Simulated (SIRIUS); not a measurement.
Ca: equation of state with LDA

The system is Ca.

```xyz
1
Lattice="0.0000 2.7942 2.7942 2.7942 0.0000 2.7942 2.7942 2.7942 0.0000" Properties=species:S:1:pos:R:3 pbc="T T T"
Ca    0.0000    0.0000    0.0000
```

```yaml
Program: SIRIUS 7.12.0
Task: equation of state
Functional: LDA
Potentials_or_basis: all-electron FP-LAPW
Cutoff: 144 eV
Basis: apw+lo standard
k_mesh: 8 × 8 × 8
Occupations: fermi-dirac, width 0.05 eV
Spin: no spin polarisation
Muffin_tin_radii: Ca 2.4 bohr
Basis_cutoff_gk_cutoff: 3.25 1/bohr
Cutoff_of_density_and_potential_pw_cutoff: 20 1/bohr
lmax_of_the_basis: 10
lmax_of_density_and_potential: 8
Valence_relativity: iora
Core_states: Ca 1s2s2p
Local_orbitals_radial_functions: Ca 12
Smallest_sphere_radius_times_basis_cutoff: 7.8
```

```yaml
Equilibrium_volume: "37.68 Å³/atom (rough: see the caveat)"
Bulk_modulus: 17.4 GPa (rough)
```

Energy against volume, from the lowest point:
```tsv
volume (Å³/atom)	energy (meV/atom)
41.014	0.00
41.886	8.36
42.759	17.61
43.632	28.72
44.504	41.12
45.377	54.62
46.250	69.09
```

All runs of the series together: 110 s on 1 thread of AMD EPYC 7R43 64-Core Processor (Zen 3), with other jobs on the host.

Caveat: the minimum lies outside the volumes run; the fit is doubtful: noisy points or a state that changes with volume.
